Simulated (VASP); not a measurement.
# H3CCl in VASP: a series of runs, part 2 of 2

VASP 6.6.1. The steps go on from the part before.

## Step 3: Single point, PBE

INCAR

```
ALGO     = Fast           # electronic algorithm
EDIFF    = 1E-6           # SCF threshold, eV
ENCUT    = 520            # plane-wave cutoff, eV
GGA      = PE             # functional
ISIF     = 2              # what is computed and relaxed
ISMEAR   = -1             # smearing method
LASPH    = True           # aspherical terms in the spheres
LCHARG   = False          # write CHGCAR
LREAL    = Auto         
LWAVE    = False          # write WAVECAR
NBANDS   = 63             # bands
NELM     = 80             # most SCF steps
PREC     = Accurate       # precision mode
SIGMA    = 0.02           # smearing width, eV
```

KPOINTS

```
k-points
0
Gamma
  1 1 1
```

POSCAR

```
H3CCl
1.0
    8.2031320000      0.0000000000      0.0000000000
    0.0000000000      8.2031320000      0.0000000000
    0.0000000000      0.0000000000      8.2031320000
C Cl H
6 6 18
Direct
    0.3706511123      0.8423977573      0.8295368159
    0.6839704640      0.5942730167      0.2179167664
    0.1589758643      0.1396783570      0.1027046743
    0.9698856486      0.5124384199      0.8991321851
    0.7079978720      0.9746155493      0.5697579900
    0.2568287332      0.4877892980      0.4087463179
    0.1481994926      0.8465547062      0.7672191548
    0.8182850160      0.4241063048      0.2591814931
    0.1437743535     -0.0363275880      0.2490024542
    0.8733249690      0.5619439014      0.7112283455
    0.6865182713      1.1556927281      0.6920039809
    0.4289946815      0.4105261259      0.5523012430
    0.3994571829      0.9736890739      0.8094956902
    0.3993718497      0.8194674912      0.9599138475
    0.4219607828      0.7795802871      0.7192252910
    0.5717937978      0.5612124735      0.2593887310
    0.7067666350      0.7006835926      0.2969231752
    0.6588824854      0.6067804346      0.0863206882
    0.1366185501      0.0657188011     -0.0039253300
    0.0638780407      0.2217811441      0.1248181792
    0.2942168918      0.1716539488      0.1117012380
    1.0764912719      0.4342365818      0.8856617204
    1.0167945609      0.6383049791      0.9456510026
    0.8902819070      0.4676506486      0.9971313396
    0.8129821634      0.9858185873      0.4932628172
    0.7422165095      0.8866491482      0.6616253402
    0.6145457613      0.9043009426      0.4862411089
    0.1566718663      0.4051501305      0.3874617646
    0.1969125939      0.5965648243      0.4703081701
    0.3487570357      0.5202646989      0.3007875529
```

Potentials or basis: VASP PAW PBE potentials, release 64 (C, Cl, H).

Launch:

```sh
> cat potpaw_PBE.64/C/POTCAR potpaw_PBE.64/Cl/POTCAR potpaw_PBE.64/H/POTCAR > POTCAR
> mpirun -np 1 vasp_gam > vasp.out
```

OUTCAR:

```text
EDIFF = 1E-6
   ENCUT = 520
   GGA = PE
   ISIF = 2
   ISMEAR = -1
   LASPH = True
   LREAL = Auto
   NELM = 80
   PREC = Accurate

 ion  position               nearest neighbor table
   1  0.371  0.842  0.830-  14 1.11  13 1.11  15 1.12   7 1.90
   2  0.684  0.594  0.218-  16 1.02  17 1.10  18 1.10   8 1.81
   3  0.159  0.140  0.103-  20 1.05  19 1.08  21 1.14   9 1.88
   4  0.970  0.512  0.899-  22 1.09  24 1.10  23 1.17  10 1.78
   5  0.708  0.975  0.570-  25 1.07  26 1.08  27 1.18  11 1.80
   6  0.257  0.488  0.409-  28 1.08  29 1.14  30 1.19  12 1.95
   7  0.148  0.847  0.767-   1 1.90
   8  0.818  0.424  0.259-   2 1.81
   9  0.144  0.964  0.249-   3 1.88
  10  0.873  0.562  0.711-   4 1.78
  11  0.687  0.156  0.692-   5 1.80
  12  0.429  0.411  0.552-   6 1.95
[... 16 lines left out ...]
  29  0.197  0.597  0.470-   6 1.14
  30  0.349  0.520  0.301-   6 1.19

  LATTYP: Found a simple cubic cell.
 ALAT       =     8.2031320000

  Lattice vectors:

 A1 = (   8.2031320000,   0.0000000000,   0.0000000000)
 A2 = (   0.0000000000,   8.2031320000,   0.0000000000)
 A3 = (   0.0000000000,   0.0000000000,   8.2031320000)

Analysis of symmetry for initial positions (statically):
=====================================================================
 Subroutine PRICEL returns:
 Original cell was already a primitive cell.

 Routine SETGRP: Setting up the symmetry group for a
 simple cubic supercell.

 Subroutine GETGRP returns: Found  1 space group operations
 (whereof  1 operations were pure point group operations)
 out of a pool of 48 trial point group operations.

The static configuration has the point symmetry C_1 .

Analysis of symmetry for dynamics (positions and initial velocities):
=====================================================================
[... 165 lines left out ...]
  Thomas-Fermi vector in A             =   1.993493
   LORBIT       =      0    0 simple, 1 ext, 2 COOP (PROOUT), +10 PAW based schemes
   GGA     = PE    functional components
   LHFCALC =     F    Hartree Fock is set to
   AEXX    =    0.0000 exact exchange contribution
   IVDW    =     0    specifies the selected vdW correction
   LEPSILON=     F    determine dielectric tensor
   LRPA    =     F    only Hartree local field effects (RPA)
 non-spin polarized calculation
 RMM-DIIS sequential band-by-band and
  energy-cutoff  :      520.00
  volume of cell :      552.00
 maximum number of plane-waves:      7398
 NGX is ok and might be reduce to    64
   NGX = 31   NGY = 31   NGZ = 31

 number of electron      84.0000001 magnetization

 Free energy of the ion-electron system (eV)
  ---------------------------------------------------
  ext. energy  EPLUGINS =         0.00000000
  ---------------------------------------------------
  free energy    TOTEN  =      -132.20648026 eV

  energy without entropy =     -132.20648026  energy(sigma->0) =     -132.20648026

 E-fermi :  -2.8514     XC(G=0):  -5.8670

 val. band max:       -3.3395024974   @ k =   0.0000   0.0000   0.0000
 cond. band min:       1.5962198976   @ k =   0.0000   0.0000   0.0000
 fundamental gap:      4.9357223950
 Fermi energy:        -2.8514165998

 k-point     1 :       0.0000    0.0000    0.0000
  band No.  band energies     occupation
      1     -18.3793      2.00000
      2     -17.9260      2.00000
      3     -17.8505      2.00000
      4     -17.6796      2.00000
      5     -17.5239      2.00000
      6     -17.1236      2.00000
[... 46 lines left out ...]
     53       4.1757      0.00000
     54       4.2771      0.00000
 [bands above 54 left out]

------------------------ aborting loop because EDIFF is reached ----------------------------------------

  FORCE on cell =-STRESS in cart. coord.  units (eV):
  Direction    XX          YY          ZZ          XY          YZ          ZX
  --------------------------------------------------------------------------------------
  -------------------------------------------------------------------------------------
  Total       -3.3463190     -2.7722626     -4.9466705      1.4649482     -2.6611011     -4.5393548
  in kB       -9.7126743     -8.0464785    -14.3576866      4.2520048     -7.7238327    -13.1754547
  external PRESSURE =     -10.7056131 kB  Pullay stress =       0.0000000 kB

 VOLUME and BASIS-vectors are now :
 -----------------------------------------------------------------------------
  energy-cutoff  :      520.00
  volume of cell :      552.00
      direct lattice vectors                 reciprocal lattice vectors
     8.203132000  0.000000000  0.000000000     0.121904658  0.000000000  0.000000000
     0.000000000  8.203132000  0.000000000     0.000000000  0.121904658  0.000000000
     0.000000000  0.000000000  8.203132000     0.000000000  0.000000000  0.121904658

 POSITION                                       TOTAL-FORCE (eV/Angst)
 -----------------------------------------------------------------------------------
      3.04050      6.91030      6.80480        -0.771697      1.859915     -1.812722
      5.61070      4.87490      1.78760         1.366728      0.154197     -0.505135
      1.30410      1.14580      0.84250         2.613311     -2.933670      0.477763
      7.95610      4.20360      7.37570         0.811366      2.444016      1.185580
      5.80780      7.99490      4.67380        -0.403588     -1.672046     -0.273389
      2.10680      4.00140      3.35300         2.700309      1.865816      0.160380
[... 22 lines left out ...]
      1.61530      4.89370      3.85800         0.993142     -0.657081     -0.571425
      2.86090      4.26780      2.46740        -2.427860     -0.433374      1.434620
 -----------------------------------------------------------------------------------
    total drift:                               -0.008363      0.009651     -0.003894

  FREE ENERGIE OF THE ION-ELECTRON SYSTEM (eV)
  ---------------------------------------------------
  free  energy   TOTEN  =      -132.2064802553 eV

  energy  without entropy=     -132.2064802553  energy(sigma->0) =     -132.20648026
```

stdout:

```text
POSCAR found type information on POSCAR C ClH
 POSCAR found :  3 types and      30 ions
 scaLAPACK will be used
 LDA part: xc-table for (Slater+PW92), standard interpolation
 POSCAR, INCAR and KPOINTS ok, starting setup
 FFT: planning ... GRIDC
 FFT: planning ... GRID_SOFT
 FFT: planning ... GRID
 WAVECAR not read
 entering main loop
```

Wall time 66 s (1 thread of Intel Xeon Platinum 8488C (Sapphire Rapids), shared host); peak memory 0.55 GiB.

What came out:

| Property | Result |
| --- | --- |
| Free energy | -132.2065 eV |
| Pressure | -1.1 GPa |
| Largest force | 3.958 eV/Å |
| Band gap on the k mesh | 4.94 eV, direct |

Forces on the atoms (eV/Å):
```
C   -0.772  1.860 -1.813
C    1.367  0.154 -0.505
C    2.613 -2.934  0.478
C    0.811  2.444  1.186
C   -0.404 -1.672 -0.273
C    2.700  1.866  0.160
Cl   1.211 -0.089  0.720
Cl  -0.427  0.681  0.270
Cl  -0.098  0.808 -0.002
Cl  -0.250 -0.602  0.113
Cl  -0.489 -0.386 -0.766
Cl  -1.860  0.329 -0.846
H    0.135 -0.489  0.158
H   -0.479 -0.792 -0.726
H    0.135 -0.256  1.523
H   -2.773 -1.409  1.300
H    0.850  0.023 -0.789
H    0.968  0.519  0.142
H   -0.032  0.424 -0.866
H   -0.820  1.329  0.543
H   -1.665  0.367 -0.105
H   -0.028 -0.210 -0.425
H   -0.404 -1.670 -0.481
H   -0.239 -0.219 -0.782
H    0.783  0.556 -0.494
H    0.096 -0.571  0.224
H    0.241  1.986  1.418
H    0.263 -0.956 -0.223
H    0.993 -0.657 -0.571
H   -2.428 -0.433  1.435
```

Levels at points of the mesh, in eV from the valence-band top:
| k point | band 40 | band 41 | band 42 | band 43 | band 44 | band 45 |
| --- | --- | --- | --- | --- | --- | --- |
| (0.00, 0.00, 0.00) | -0.17 | -0.05 | 0.00 | 4.94 | 5.00 | 5.23 |
